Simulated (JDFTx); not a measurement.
The system is Ti.

```
Ti
1.0
     0.00000    2.03000    2.03000
     2.03000    0.00000    2.03000
     2.03000    2.03000    0.00000
Ti
1
Direct
  0.00000 0.00000 0.00000
```

This isn't the form of Ti at room conditions, which is hcp.

```yaml
Program: JDFTx 1.7.0 (patched build)
Task: relaxation of cell and atoms
Functional: SCAN
Potentials_or_basis: SG15-PBE-1.2 with smoothed tails
Cutoff: 1088 eV
Density_cutoff: 4354 eV
k_mesh: 6 × 6 × 6
Occupations: fermi-dirac, width 0.05 eV
Spin: no spin polarisation
```

At the start: pressure 5.3 GPa; volume 16.73 Å³/atom.

Q: How do energy, volume and symmetry change on relaxing?

A: Over 5 steps the energy falls by 10.5 meV/atom and the volume is 17.38 Å³/atom (+3.9 %); space group Fm-3m (No. 225, to 0.05 Å).

The path:
| step | energy change (eV) | largest force (eV/Å) | pressure (GPa) | volume (Å³) |
| --- | --- | --- | --- | --- |
| 1 | 0.0000 | 0.0000 | 5.29 | 16.73 |
| 2 | -0.0039 | 0.0000 | 4.18 | 16.86 |
| 3 | -0.0105 | 0.0000 | 0.17 | 17.36 |
| 4 | -0.0105 | 0.0000 | 0.02 | 17.38 |
| 5 | -0.0105 | 0.0000 | 0.00 | 17.38 |

Final structure:
```yaml
crystal:
  lattice:
    - [0.00000, 2.05595, 2.05595]
    - [2.05595, 0.00000, 2.05595]
    - [2.05595, 2.05595, 0.00000]
  atoms:
    - { symbol: Ti, position: [0.00000, 0.00000, 0.00000] }
```

Caveat: the k mesh is coarse (spacing up to 0.45 Å⁻¹), so the values aren't converged; meta-GGA forces are noisy on this grid; the potentials were made for another functional, which shifts forces and pressure.
